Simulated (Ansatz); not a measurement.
## How Au stores the work of compression

Level of theory: DFT r2SCAN, scalar-relativistic, plane waves, PAW in Ansatz 0.2.0. Run with 500 eV cutoff, 18×18×18 k-mesh, Gaussian smearing of 0.10 eV, no spin polarisation.

Starting point, cell and atoms relaxed:

```
CELL_PARAMETERS angstrom
0.00000 2.06219 2.06219
2.06219 0.00000 2.06219
2.06219 2.06219 0.00000
ATOMIC_POSITIONS crystal
Au 0.00000 0.00000 0.00000
```

Cell and atoms were relaxed at each target pressure within the start's symmetry (Fm-3m), at zero temperature; other phases can be more stable under pressure. H = E + PV with P the target; E is the free energy at the smearing used, whose derivative the pressure is, per atom and counted from zero pressure.

Spin–orbit coupling is left out, which can shift energies with elements as heavy as these.

| P (GPa) | V (Å³/atom) | E − E0 (meV) | H − H0 (meV) |
| --- | --- | --- | --- |
| 0 | 17.539 | 0.0 | 0.0 |
| 3 | 17.220 | 2.9 | 325.4 |
| 8 | 16.766 | 18.3 | 855.5 |
| 15 | 16.239 | 55.8 | 1576.1 |
| 30 | 15.375 | 174.8 | 3053.6 |
| 60 | 14.205 | 495.1 | 5814.6 |

**Question.** Thermodynamics gives dH/dP = V along a relaxed path. Integrate V over P by the trapezoid rule and compare with the computed enthalpies.

**Answer.** With 1 eV/Å³ = 160.22 GPa, each step adds the mean volume times ΔP / 160.22:
| P (GPa) | ∫V dP (meV) | H − H0 (meV) | difference (meV) |
| --- | --- | --- | --- |
| 3 | 325.4 | 325.4 | 0.1 |
| 8 | 855.7 | 855.5 | 0.3 |
| 15 | 1576.8 | 1576.1 | 0.7 |
| 30 | 3056.6 | 3053.6 | 3.0 |
| 60 | 5825.9 | 5814.6 | 11.3 |

V(P) curves upward, so the trapezoid rule runs high; integrating a smooth curve through the same points (P as a polynomial of degree 4 in ln V) puts that excess at about 11.0 meV at 60 GPa, against the 11.3 meV found.

**Question.** At 60 GPa, how much of the enthalpy change is stored energy and how much is the PV term?

**Answer.** E rises by 495 meV/atom and PV is 60 × 14.205 / 160.22 = 5319 meV/atom, so PV makes 91 % of ΔH. So between rival structures at high pressure a small difference in volume can outweigh the difference in energy: 1 % of this volume is worth 53.2 meV/atom at this pressure.

**Question.** What bulk modulus do the lowest pressures give?

**Answer.** From the pressures that the runs reached, -3.04 GPa (17.906 Å³) and 3.01 GPa (17.220 Å³), B = −ΔP/Δln V = 6.05 / 0.0390 = 155 GPa, a mean over that range.